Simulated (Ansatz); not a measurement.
Runs of Ansatz 0.2.0 on HfO2. It takes space group P2_1/c (No. 14, monoclinic). Conventional cell: a = 5.118 Å, b = 5.186 Å, c = 5.284 Å, α = 90.00°, β = 99.35°, γ = 90.00°. Hf (site symmetry 1) has 7 O at 2.03 to 2.25 Å as nearest neighbours. O (site symmetry 1) has 3 Hf at 2.03 to 2.12 Å as nearest neighbours. O (site symmetry 1) has 4 Hf at 2.14 to 2.25 Å as nearest neighbours. 

| task | level | potentials or basis | U | cell | cutoff (eV) | hubbard projectors | double counting | points for each segment of the path | gap on the mesh (eV) | pressure (GPa) | V0 of scaled cells (Å³/atom) | relaxed volume (Å³/atom) | B0 (GPa) | largest force (eV/Å) |
| --- | --- | --- | --- | --- | --- | --- | --- | --- | --- | --- | --- | --- | --- | --- |
| relaxation of cell and atoms | rPW86-PBE+rVV10 | Ansatz PAW | - | relaxed | 420 | - | - | - | (b) | 0.0 | - | 11.95 | - | - |
| equation of state | RPBE | Ansatz PAW | - | as given | 420 | - | - | - | - | - | (a) | - | 220 | - |
| relaxation of cell and atoms | PBE+U | Ansatz PAW | Hf d U = 1 eV | relaxed | 420 | ortho-atomic (the default) | fll (the default) | - | 4.26 | 0.0 | - | 11.90 | - | 0.01 |
| equation of state | PBE | Ansatz PAW accurate | - | as given | 900 | - | - | - | - | - | 11.82 | - | 232 | - |
| band structure | PBEsol+U | Ansatz PAW | Hf d U = 3.5 eV | as given | 420 | ortho-atomic (the default) | fll (the default) | 10 | 4.70 | 3.2 | - | - | - | 0.42 |

Alike in all rows: no spin polarisation; k mesh 5 × 5 × 5; smearing fermi-dirac 0.05 eV.

Problem. Estimate the missing entries.

Solution. (a) 12.06; (b) 4.00.

Caveats: spin-orbit coupling is left out, which moves the levels of the heavy elements (some runs); the PAW data sets come from PBE, with cores solved anew for the run's functional, which leaves a small shift of forces and pressure (some runs); the potentials were made for another functional, which shifts forces and pressure (some runs); the plane-wave basis is chosen anew once the cell has moved, so the energies of steps on either side of that aren't comparable (some runs); the cell was scaled at fixed shape and fractional positions, which overstates the stiffness of a crystal with free parameters, most of all of layers and chains (some runs).

A k mesh can miss the band edges, and the runs leave out spin-orbit coupling on Hf.

Not every run made on this cell is shown here.
